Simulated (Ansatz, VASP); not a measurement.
# Cross-check of InAs between VASP and Ansatz, part 2 of 2

Aim: how closely do two programs agree when they are given the same cell, functional and k mesh? The cell is taken from a series of runs on this material, whose earlier steps may have relaxed, scaled, displaced or heated it; both programs get it as it stands.

VASP 6.6.1 and Ansatz 0.2.0.

So far: The structure; Ansatz: zone-centre phonons, PBEsol.

## (3) VASP: zone-centre phonons, PBEsol

Level of this step: PBEsol; plane waves and PAW (As, In_d) (VASP).

The same cell, functional, mesh and smearing now go to VASP, with its own data sets.

Lines of VASP's logs that name or quote its potential files are left out, and so is its time.

INCAR

```
SYSTEM = InAs
PREC = Accurate
ENCUT = 500
EDIFF = 1E-08
NELM = 120
ISMEAR = 1
SIGMA = 0.2
LREAL = .FALSE.
ALGO = Normal
GGA = PS
NBANDS = 15
LORBIT = 11
LWAVE = .FALSE.
LCHARG = .FALSE.
ISIF = 2
IBRION = 8
LASPH = .TRUE.
GGA_COMPAT = .FALSE.
KPAR = 2
```

POSCAR

```
InAs
1.0
   -0.0313513713      3.0140202887      3.0768522284
    3.0140202887     -0.0313513713      3.0768522284
    2.9826689175      2.9826689175      0.0000000000
As In
1 1
Direct
    0.7482133138      0.7482133138      0.7517866862
    0.0017866862      0.0017866862      0.9982133138
```

KPOINTS

```
Automatic mesh
0
Gamma
12 12 12
0 0 0
```

The projector-augmented-wave data sets are As and In_d (PBE family, release 64).

Command:

```
> mpirun -np 2 vasp_std
```

Numbers of over 12 decimals in the logs are rounded to 6 here.

What it wrote:

```text
[banner, memory and clock lines left out]
running    2 mpi-ranks, on    1 nodes
 distrk:  each k-point on    1 cores,    2 groups
 distr:  one band on    1 cores,    1 groups

 POSCAR found type information on POSCAR AsIn
 POSCAR found :  2 types and       2 ions
|                                                                             |
|               ----> ADVICE to this user running VASP <----                  |
|                                                                             |
|     You enforced a specific xc type in the INCAR file but a different       |
|     [... a line on the potential file left out ...]
|     I HOPE YOU KNOW WHAT YOU ARE DOING!                                     |
|                                                                             |

 LDA part: xc-table for (Slater+PW92), standard interpolation
 POSCAR, INCAR and KPOINTS ok, starting setup
 FFT: planning ... GRIDC
 FFT: planning ... GRID_SOFT
 FFT: planning ... GRID
 WAVECAR not read
 entering main loop
       N       E                     dE             d eps       ncg     rms          rms(c)
DAV:   1     0.111354065245E+03    0.11135E+03   -0.81834E+03  8421   0.125E+03
DAV:   2    -0.116475902748E+01   -0.11252E+03   -0.10827E+03  9114   0.298E+02
DAV:   3    -0.858193482391E+01   -0.74172E+01   -0.73788E+01 10675   0.785E+01
DAV:   4    -0.877101649441E+01   -0.18908E+00   -0.18902E+00 10367   0.140E+01
DAV:   5    -0.877909934239E+01   -0.80828E-02   -0.80827E-02 12618   0.245E+00    0.438E+00
DAV:   6    -0.851729704833E+01    0.26180E+00   -0.40071E-01 13238   0.119E+01    0.240E+00
DAV:   7    -0.848607942937E+01    0.31218E-01   -0.11002E-01 11790   0.342E+00    0.682E-01
DAV:   8    -0.848452584626E+01    0.15536E-02   -0.12737E-02 10847   0.137E+00    0.195E-01
DAV:   9    -0.848476007282E+01   -0.23423E-03   -0.88379E-04 10459   0.282E-01    0.110E-01
DAV:  10    -0.848482841843E+01   -0.68346E-04   -0.12846E-04 13027   0.167E-01    0.665E-02
DAV:  11    -0.848484728599E+01   -0.18868E-04   -0.55279E-05  9891   0.109E-01    0.497E-02
DAV:  12    -0.848484710524E+01    0.18075E-06   -0.59217E-06  9735   0.277E-02    0.774E-03
DAV:  13    -0.848484720703E+01   -0.10179E-06   -0.12420E-06 11333   0.619E-03    0.337E-03
DAV:  14    -0.848484713768E+01    0.69350E-07   -0.68576E-08 10229   0.257E-03    0.149E-03
DAV:  15    -0.848484718778E+01   -0.50097E-07   -0.29159E-09  7889   0.749E-04    0.477E-04
DAV:  16    -0.848484719865E+01   -0.10875E-07   -0.15821E-09  6090   0.348E-04    0.117E-04
DAV:  17    -0.848484719992E+01   -0.12672E-08   -0.85599E-10  5376   0.239E-04
   1 F= -.84848472E+01 E0= -.84850044E+01  d E =0.471633E-03
 Linear response reoptimize wavefunctions to high precision
DAV:   1    -0.848484720188E+01   -0.19636E-08   -0.15347E-10  6601   0.157E-04
DAV:   2    -0.848484720190E+01   -0.20918E-10   -0.51815E-11  5096   0.698E-05
 Linear response DOF=           4
 Linear response progress:
  Degree of freedom:   1/  4
       N       E                     dE             d eps       ncg     rms          rms(c)
RMM:   1    -0.466098031365E-01   -0.46610E-01    0.64931E-02 53738   0.152E+00
RMM:   2    -0.443420860655E-01    0.22677E-02    0.13839E-03 40794   0.563E-01    0.105E-01
RMM:   3    -0.450167859316E-01   -0.67470E-03   -0.17997E-03 48214   0.234E-01    0.462E-02
RMM:   4    -0.452207035966E-01   -0.20392E-03   -0.13885E-04 48695   0.778E-02    0.112E-02
RMM:   5    -0.452623408438E-01   -0.41637E-04   -0.16894E-05 50326   0.312E-02    0.500E-03
RMM:   6    -0.452485104476E-01    0.13830E-04   -0.23291E-06 48733   0.844E-03    0.148E-03
RMM:   7    -0.452465478526E-01    0.19626E-05   -0.11882E-06 53515   0.252E-03    0.960E-04
RMM:   8    -0.452472629186E-01   -0.71507E-06    0.30739E-08 49558   0.109E-03    0.447E-04
RMM:   9    -0.452478469393E-01   -0.58402E-06   -0.91639E-08 51267   0.379E-04    0.992E-05
RMM:  10    -0.452479179873E-01   -0.71048E-07    0.16588E-08 55218   0.146E-04    0.610E-05
RMM:  11    -0.452479125462E-01    0.54410E-08    0.22129E-09 51960   0.553E-05    0.113E-05
 first order change of Fermi-energy   0.19222E-03
 force on displaced ion       1 direction 1 :  -7.414  -0.040  -0.000
 Linear response progress:
  Degree of freedom:   2/  4
       N       E                     dE             d eps       ncg     rms          rms(c)
RMM:   1    -0.468901192265E-01   -0.46890E-01    0.64239E-02 17106   0.155E+00
RMM:   2    -0.443998924481E-01    0.24902E-02    0.13277E-03 13276   0.568E-01    0.108E-01
RMM:   3    -0.450966308829E-01   -0.69674E-03   -0.18553E-03 15441   0.238E-01    0.473E-02
RMM:   4    -0.453080071037E-01   -0.21138E-03   -0.14583E-04 15711   0.797E-02    0.114E-02
RMM:   5    -0.453482446696E-01   -0.40238E-04   -0.17491E-05 16158   0.313E-02    0.530E-03
RMM:   6    -0.453333339510E-01    0.14911E-04   -0.22692E-06 15689   0.869E-03    0.154E-03
RMM:   7    -0.453318648906E-01    0.14691E-05   -0.14607E-07 16970   0.254E-03    0.102E-03
RMM:   8    -0.453325674621E-01   -0.70257E-06   -0.77473E-08 15425   0.113E-03    0.528E-04
RMM:   9    -0.453331957278E-01   -0.62827E-06    0.42859E-08 16222   0.393E-04    0.981E-05
RMM:  10    -0.453332448224E-01   -0.49095E-07   -0.12200E-09 17557   0.150E-04    0.649E-05
RMM:  11    -0.453332461417E-01   -0.13193E-08   -0.45261E-09 16504   0.563E-05    0.115E-05
 first order change of Fermi-energy  -0.13000E+01
 force on displaced ion       1 direction 3 :   0.000   0.000  -7.557
 Linear response progress:
  Degree of freedom:   3/  4
       N       E                     dE             d eps       ncg     rms          rms(c)
RMM:   1    -0.233299555222E+00   -0.23330E+00   -0.93973E-02 35139   0.488E+00
RMM:   2    -0.235822769520E+00   -0.25232E-02   -0.13186E-02 44328   0.104E+00    0.770E-02
RMM:   3    -0.235757630848E+00    0.65139E-04   -0.15483E-03 48111   0.319E-01    0.378E-02
RMM:   4    -0.235545032943E+00    0.21260E-03   -0.14701E-04 49333   0.108E-01    0.207E-02
RMM:   5    -0.235484569548E+00    0.60463E-04   -0.21571E-05 51290   0.397E-02    0.740E-03
RMM:   6    -0.235478986686E+00    0.55829E-05    0.11687E-06 51153   0.136E-02    0.189E-03
RMM:   7    -0.235489848619E+00   -0.10862E-04   -0.18954E-06 52981   0.396E-03    0.783E-04
RMM:   8    -0.235488758326E+00    0.10903E-05   -0.69029E-07 52203   0.168E-03    0.374E-04
RMM:   9    -0.235488498884E+00    0.25944E-06   -0.25647E-07 54260   0.750E-04    0.851E-05
RMM:  10    -0.235488456892E+00    0.41992E-07    0.24314E-07 55669   0.322E-04    0.324E-05
RMM:  11    -0.235488528375E+00   -0.71484E-07    0.28946E-07 56003   0.155E-04    0.119E-05
RMM:  12    -0.235488597598E+00   -0.69222E-07    0.67860E-09 52842   0.878E-05    0.326E-06
RMM:  13    -0.235488604031E+00   -0.64332E-08    0.10884E-07 55074   0.525E-05    0.329E-06
RMM:  14    -0.235488598991E+00    0.50399E-08    0.49530E-08 50956   0.326E-05    0.340E-06
 first order change of Fermi-energy  -0.34141E-04
 force on displaced ion       2 direction 1 :  -7.391  -0.029   0.000
 Linear response progress:
  Degree of freedom:   4/  4
       N       E                     dE             d eps       ncg     rms          rms(c)
RMM:   1    -0.233508328347E+00   -0.23351E+00   -0.97632E-02 11347   0.484E+00
RMM:   2    -0.235956968469E+00   -0.24486E-02   -0.12994E-02 14240   0.102E+00    0.778E-02
RMM:   3    -0.235888139303E+00    0.68829E-04   -0.15129E-03 15469   0.316E-01    0.391E-02
RMM:   4    -0.235680535298E+00    0.20760E-03   -0.14781E-04 15881   0.107E-01    0.208E-02
RMM:   5    -0.235624985845E+00    0.55549E-04   -0.22980E-05 16435   0.395E-02    0.732E-03
RMM:   6    -0.235623148601E+00    0.18372E-05   -0.50070E-06 16502   0.133E-02    0.192E-03
RMM:   7    -0.235633785222E+00   -0.10637E-04   -0.98894E-07 16763   0.392E-03    0.810E-04
RMM:   8    -0.235632614024E+00    0.11712E-05    0.34280E-07 16623   0.166E-03    0.383E-04
RMM:   9    -0.235632269541E+00    0.34448E-06    0.60713E-07 17189   0.718E-04    0.744E-05
RMM:  10    -0.235632329957E+00   -0.60416E-07    0.14973E-07 17784   0.299E-04    0.377E-05
RMM:  11    -0.235632365857E+00   -0.35900E-07    0.12920E-07 17535   0.142E-04    0.158E-05
RMM:  12    -0.235632401550E+00   -0.35693E-07    0.10530E-08 17158   0.762E-05    0.558E-06
RMM:  13    -0.235632409419E+00   -0.78690E-08    0.20996E-07 16782   0.453E-05    0.334E-06
RMM:  14    -0.235632420101E+00   -0.10682E-07    0.43864E-08 16675   0.280E-05    0.202E-06
RMM:  15    -0.235632416693E+00    0.34082E-08    0.24271E-08 11910   0.192E-05    0.179E-06
 first order change of Fermi-energy   0.13009E+01
 force on displaced ion       2 direction 3 :   0.000   0.000  -7.544
 Linear response finished
```

OUTCAR, selected parts (step 3):

```text
ion  position               nearest neighbor table
   1  0.748  0.748  0.752-   2 2.62   2 2.62   2 2.63   2 2.63
   2  0.002  0.002  0.998-   1 2.62   1 2.62   1 2.63   1 2.63

  LATTYP: Found a body centered orthorhombic cell.
 ALAT       =     4.2181308352
 B/A-ratio  =     1.0210223609
 C/A-ratio  =     1.4588699823

 Subroutine GETGRP returns: Found  4 space group operations
 (whereof  4 operations were pure point group operations)

The static configuration has the point symmetry C_2v.

 Found    280 irreducible k-points:

   k-points           NKPTS =    280   k-points in BZ     NKDIM =    280   number of bands    NBANDS=     15

   dimension x,y,z NGX =    32 NGY =   32 NGZ =   32
   dimension x,y,z NGXF=    64 NGYF=   64 NGZF=   64

   ENCUT  =  500.0 eV  36.75 Ry    6.06 a.u.   7.85  7.85  7.69*2*pi/ulx,y,z

   NELECT =      18.0000    total number of electrons

 k-points in reciprocal lattice and weights: Automatic mesh
   0.00000000  0.00000000  0.00000000       0.001
   0.08333333  0.00000000  0.00000000       0.002
   0.16666667 -0.00000000  0.00000000       0.002
   0.25000000 -0.00000000  0.00000000       0.002
   0.33333333  0.00000000  0.00000000       0.002
   0.41666667 -0.00000000  0.00000000       0.002
   0.50000000 -0.00000000  0.00000000       0.001
   0.08333333  0.08333333  0.00000000       0.001
   0.16666667  0.08333333  0.00000000       0.002
[...]
0.25000000  0.25000000  0.50000000       0.001
  -0.25000000  0.25000000  0.50000000       0.001

 average (electrostatic) potential at core
       1 -49.6047       2 -96.5277

  Total        0.2857394      0.2857394      0.0301008      0.2581158     -0.0000000     -0.0000000
  in kB        8.1902792      8.1902792      0.8627927      7.3984924     -0.0000000     -0.0000000
  external PRESSURE =       5.7477837 kB  Pullay stress =       0.0000000 kB

  energy-cutoff  :      500.00
  volume of cell :       55.90
      direct lattice vectors                 reciprocal lattice vectors
    -0.031351371  3.014020289  3.076852228    -0.164183573  0.164183573  0.162503742
     3.014020289 -0.031351371  3.076852228     0.164183573 -0.164183573  0.162503742
     2.982668917  2.982668917  0.000000000     0.167635099  0.167635099 -0.162503742

 POSITION                                       TOTAL-FORCE (eV/Angst)
 -----------------------------------------------------------------------------------
      4.47400      4.47400      4.60428         0.000000      0.000000     -0.000551
      2.98267      2.98267      0.01099        -0.000000     -0.000000      0.000551
 -----------------------------------------------------------------------------------
    total drift:                                0.000001      0.000001      0.000050

 Eigenvectors and eigenvalues of the dynamical matrix
 ----------------------------------------------------

   1 f  =    6.380315 THz    40.088701 2PiTHz  212.824398 cm-1    26.386851 meV
             X         Y         Z           dx          dy          dz
      4.474003  4.474003  4.604284    -0.000000   -0.000000    0.778166
      2.982669  2.982669  0.010995     0.000000    0.000000   -0.628058

   2 f  =    6.333160 THz    39.792417 2PiTHz  211.251474 cm-1    26.191833 meV
             X         Y         Z           dx          dy          dz
      4.474003  4.474003  4.604284    -0.550551   -0.550551   -0.000000
      2.982669  2.982669  0.010995     0.443727    0.443727    0.000000

   3 f  =    6.302882 THz    39.602175 2PiTHz  210.241508 cm-1    26.066613 meV
             X         Y         Z           dx          dy          dz
      4.474003  4.474003  4.604284    -0.550235    0.550235    0.000000
      2.982669  2.982669  0.010995     0.444118   -0.444118   -0.000000

   4 f/i=    0.002453 THz     0.015410 2PiTHz    0.081807 cm-1     0.010143 meV
             X         Y         Z           dx          dy          dz
      4.474003  4.474003  4.604284     0.444118   -0.444118   -0.000000
      2.982669  2.982669  0.010995     0.550235   -0.550235   -0.000000

   5 f/i=    0.002644 THz     0.016613 2PiTHz    0.088194 cm-1     0.010935 meV
             X         Y         Z           dx          dy          dz
      4.474003  4.474003  4.604284     0.000000   -0.000000    0.628058
      2.982669  2.982669  0.010995     0.000000   -0.000000    0.778166

   6 f/i=    0.006966 THz     0.043772 2PiTHz    0.232377 cm-1     0.028811 meV
             X         Y         Z           dx          dy          dz
      4.474003  4.474003  4.604284     0.443727    0.443727   -0.000000
      2.982669  2.982669  0.010995     0.550551    0.550551   -0.000000

 ELASTIC MODULI CONTR FROM IONIC RELAXATION (kBar)
 Direction    XX          YY          ZZ          XY          YZ          ZX
 --------------------------------------------------------------------------------
 XX          -0.4002     -0.4002     -0.6939     -9.4348      0.0000      0.0000
 YY          -0.4002     -0.4002     -0.6939     -9.4348      0.0000      0.0000
 ZZ          -0.6939     -0.6939     -1.2031    -16.3592      0.0000      0.0000
 XY          -9.4348     -9.4348    -16.3592   -222.4360      0.0000      0.0000
 YZ           0.0000      0.0000      0.0000      0.0000   -225.6600    -18.5408
 ZX           0.0000      0.0000      0.0000      0.0000    -18.5408   -215.3329
 --------------------------------------------------------------------------------
```

The gap is under twice the smearing width, so the edge states are partly filled and the run can't tell a small gap from a semimetal. Methfessel-Paxton smearing is not meant for a cell with a gap.

## (4) Comparison

Known differences besides the potentials themselves: the data sets hold 28 valence electrons in Ansatz (on its PAW soft_1 files) and 18 in VASP; the cutoff is 420 eV in Ansatz and 500 eV in VASP; Ansatz makes its cores anew for this functional, VASP keeps those of its PBE data sets. Total energies have different zeros and are not compared.

Compared:

| quantity | Ansatz | VASP | difference |
| --- | --- | --- | --- |
| optical mode 1 (cm⁻¹) | 209.7 | 210.2 | -0.25 % |
| optical mode 2 (cm⁻¹) | 211.0 | 211.3 | -0.13 % |
| optical mode 3 (cm⁻¹) | 212.4 | 212.8 | -0.18 % |

Modes are paired by rising frequency, not by their patterns, so a pair may set unlike modes beside each other; they are those without the splitting of longitudinal modes.

## (5) What came out

| Item | Value |
| --- | --- |
| r.m.s. difference of the optical zone-centre modes, each program's sorted by frequency (zone-centre phonons, PBEsol) | 0.40 cm⁻¹ |

What this shows: The r.m.s. difference of the optical zone-centre modes, each program's sorted by frequency is 0.40 cm⁻¹ (zone-centre phonons, PBEsol). The data sets hold unlike numbers of valence electrons (28 in Ansatz and 18 in VASP), so part of the differences may come from the potentials. Such differences can come from data sets, numerical settings and the points named under the comparisons, not from the functional's error against experiment.

[Lines on the potential files, build, host, timing and source positions are cut from VASP's logs without a mark.]

[Logs are printed without paths, hosts, clocks, repeated set-up lines and the standing remarks that a program may print on its own settings, such as how far it seeks lower states.]

[Hosts, paths, dates, database ids (printed as entryN), source tags and the programs' standing remarks are cut or masked in the printed files.]
